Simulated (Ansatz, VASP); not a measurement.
LiH, level by level in two programs

```
Li H
1.0
     0.00000    2.03675    2.03675
     2.03675    0.00000    2.03675
     2.03675    2.03675    0.00000
Li H
1 1
Direct
  0.00000 0.00000 0.00000
  0.50000 0.50000 0.50000
```

Single points on this cell with VASP 6.6.1 and Ansatz 0.2.0. Each row is one pair of runs. Alike in all rows: spin: off.

```csv
level,k mesh,smearing,"VASP's potentials, cutoff","Ansatz's potentials, cutoff","gap on the k mesh at the Fermi level (eV), VASP","gap on the k mesh at the Fermi level (eV), Ansatz","least direct gap on the mesh (eV), VASP","least direct gap on the mesh (eV), Ansatz"
PBE,6 × 6 × 6,"fermi-dirac, width 0.05 eV","VASP PAW PBE potentials, release 64 (Li_sv, H), 520 eV","Ansatz PAW, 420 eV",3.01,3.02,3.01,3.02
PBE-based global hybrid,6 × 6 × 6,"fermi-dirac, width 0.05 eV","VASP PAW PBE potentials, release 64 (Li_sv, H), 520 eV","Ansatz PAW, 420 eV",3.69,3.68,3.69,3.68
PBE,11 × 11 × 11,"fermi-dirac, width 0.05 eV","VASP PAW PBE potentials, release 64 (Li_sv, H), 520 eV","Ansatz PAW, 420 eV",3.20,3.21,3.20,3.21
HF,7 × 7 × 7,"fermi-dirac, width 0.01 eV","VASP PAW PBE potentials, release 64 (Li_sv, H), 520 eV","SPMS NC, 816 eV",11.51,11.50,11.51,11.50
LDA,9 × 9 × 9,"fermi-dirac, width 0.05 eV","VASP PAW LDA potentials, release 64 (Li_sv, H), 520 eV","Ansatz PAW, 420 eV",2.94,2.94,2.94,2.94
```

Gap on the k mesh at the fermi level (eV): the two programs differ by at most 0.012; least direct gap on the mesh (eV): the two programs differ by at most 0.012.

Caveats: the k mesh is coarse (spacing up to 0.45 Å⁻¹), so the values aren't converged (VASP); an odd mesh through Γ misses points on the zone boundary, where band edges often lie (VASP); the k mesh is coarse (spacing up to 0.45 Å⁻¹), so the values aren't converged, least of all with exact exchange (Ansatz); odd divisions of the mesh miss points on the zone boundary, where band edges often lie, so the gap on the mesh can be too wide (Ansatz).
